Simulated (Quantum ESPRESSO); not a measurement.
## Ga in Quantum ESPRESSO: convergence with k mesh

The system is Ga.

```
Ga
1.0
     4.44947    0.00000    0.00000
    -2.22474    3.85336    0.00000
     0.00000    0.00000    2.76520
Ga
2
Direct
  0.32338 0.67022 0.52484
  0.70401 0.37166 0.52115
```

The cell was built by a generator and needn't be a form met in nature.

The cell isn't the ideal one: atoms moved at random, drawn with an rms of 0.15 Å.

```yaml
Program: Quantum ESPRESSO 7.5
Task: single point
Functional: PBE
Potentials_or_basis: Ansatz NC SR PBE
Cutoff: 1088 eV
Density_cutoff: 4354 eV
k_mesh: 1 × 1 × 1
Occupations: fermi-dirac, width 0.05 eV
Spin: no spin polarisation
```

These are the settings of the first run; the series varies k mesh, with any setting tied to it.

Hardware: 1 thread of Arm Neoverse V1, with other jobs on the host.

The values tried are 1 × 1 × 1, 2 × 2 × 2, 2 × 2 × 3, 3 × 3 × 4, 4 × 4 × 5, 4 × 4 × 6, 5 × 5 × 7, 6 × 6 × 8, 7 × 7 × 10, loosest first. From which on does the pressure stay within 0.1 GPa of the tightest run that finished?

From 6 × 6 × 8 on.

| k mesh | energy less the tightest run, at zero smearing (meV/atom) | pressure (GPa) | largest force (eV/Å) | SCF cycles | CPU time (s) | peak memory (GiB) |
| --- | --- | --- | --- | --- | --- | --- |
| 1 × 1 × 1 | 373.04 | 20.96 | 3.069 | 11 | 1.8 | 0.05 |
| 2 × 2 × 2 | 141.64 | 4.29 | 0.153 | 9 | 8.5 | 0.06 |
| 2 × 2 × 3 | 759.90 | 2.83 | 1.320 | 10 | 9 | 0.06 |
| 3 × 3 × 4 | 18.59 | 2.18 | 1.458 | 10 | 21 | 0.07 |
| 4 × 4 × 5 | 16.04 | 1.65 | 1.040 | 9 | 42 | 0.1 |
| 4 × 4 × 6 | 64.21 | 1.51 | 1.257 | 9 | 51 | 0.11 |
| 5 × 5 × 7 | -4.02 | 1.23 | 1.215 | 9 | 86 | 0.15 |
| 6 × 6 × 8 | 8.97 | 1.07 | 1.176 | 9 | 140 | 0.22 |
| 7 × 7 × 10 | 0.00 | 0.99 | 1.204 | 9 | 240 | 0.34 |

Not settled before the last step: the energy (to 1 meV/atom), the largest force (to 0.005 eV/Å). Meshes of other sizes hit other points, so gaps and Fermi surfaces needn't settle smoothly. The tightest run that finished is the yardstick and may itself not be fully converged.
